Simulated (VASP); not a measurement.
Crystal: HfO2.

```
Hf O
1.0
     3.55802    0.00000    0.00000
     0.00000    3.55802    0.00000
     0.00000    0.00000    5.17186
Hf O
2 4
Direct
  0.00000 0.00000 0.00000
  0.50000 0.50000 0.50000
  0.00000 0.50000 0.19721
  0.50000 0.00000 0.30279
  0.50000 0.00000 0.80279
  0.00000 0.50000 0.69721
```

Measurements of this composition are mostly on another form, of space group No. 14.

Program: VASP 6.6.1. Alike in all runs: task band structure; no spin polarisation; cell as given; k mesh 8 × 8 × 6; cutoff (eV) 520; smearing gaussian 0.02 eV.

Order these runs on this cell by their band gap on the k mesh, lowest first.
A. level r2SCAN; potentials or basis VASP PAW PBE potentials, release 64 (Hf_pv, O)
B. level PBE; potentials or basis VASP PAW PBE potentials, release 64 (Hf_pv, O)
C. level TB-mBJ; potentials or basis VASP PAW PBE potentials, release 64 (Hf_pv, O)
D. level LDA; potentials or basis VASP PAW LDA potentials, release 64 (Hf_pv, O)

D (4.55 eV), B (4.76 eV), A (5.29 eV), C (6.41 eV).

Caveats: spin-orbit coupling is left out, which moves the levels of the heavy elements.

